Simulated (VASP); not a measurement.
Input of a VASP 6.6.1 run:

INCAR

```
SYSTEM = KTaO3
  ALGO = Normal
  EDIFF = 1E-7
  ENCUT = 520
  GGA_COMPAT = .False.
  ISIF = 2
  ISMEAR = 0
  KPAR = 4
  LASPH = .True.
  LCHARG = .False.
  LMAXMIX = 4
  LMIXTAU = .True.
  LORBIT = 11
  LREAL = .False.
  LSORBIT = .True.
  LWAVE = .False.
  MAGMOM = 0 0 0 0 0 0 0 0 0 0 0 0 0 0 0
  METAGGA = R2SCAN
  NELM = 80
  PREC = Accurate
  SIGMA = 0.02
```

File KPOINTS:

```
k-points
0
Gamma
  6 6 6
  0 0 0
```

File POSCAR:

```
KTaO3
1.0
    3.9883000000      0.0000000000      0.0000000000
    0.0000000000      3.9883000000      0.0000000000
    0.0000000000      0.0000000000      3.9883000000
Ta K O
1 1 3
Direct
    0.0000000000      0.0000000000      0.0000000000
    0.5000000000      0.5000000000      0.5000000000
    0.0000000000      0.0000000000      0.5000000000
    0.0000000000      0.5000000000      0.0000000000
    0.5000000000      0.0000000000      0.0000000000
```

KPOINTS_OPT

```
path GXMGRX,MR
10
line-mode
reciprocal
 0.0000000000  0.0000000000  0.0000000000  G
 0.0000000000  0.5000000000  0.0000000000  X

 0.0000000000  0.5000000000  0.0000000000  X
 0.5000000000  0.5000000000  0.0000000000  M

 0.5000000000  0.5000000000  0.0000000000  M
 0.0000000000  0.0000000000  0.0000000000  G

 0.0000000000  0.0000000000  0.0000000000  G
 0.5000000000  0.5000000000  0.5000000000  R

 0.5000000000  0.5000000000  0.5000000000  R
 0.0000000000  0.5000000000  0.0000000000  X

 0.5000000000  0.5000000000  0.0000000000  M
 0.5000000000  0.5000000000  0.5000000000  R
```

Potentials or basis: VASP PAW PBE potentials, release 64 (Ta_pv, K_sv, O).

Command:

```bash
$ cat potpaw_PBE.64/Ta_pv/POTCAR potpaw_PBE.64/K_sv/POTCAR potpaw_PBE.64/O/POTCAR > POTCAR
$ mpirun -np 4 vasp_ncl > vasp.out
```

Q: Estimate the pressure.

A: 1.4 GPa.

Caveat: the PAW data sets were made with another functional, which shifts forces and pressure a little.
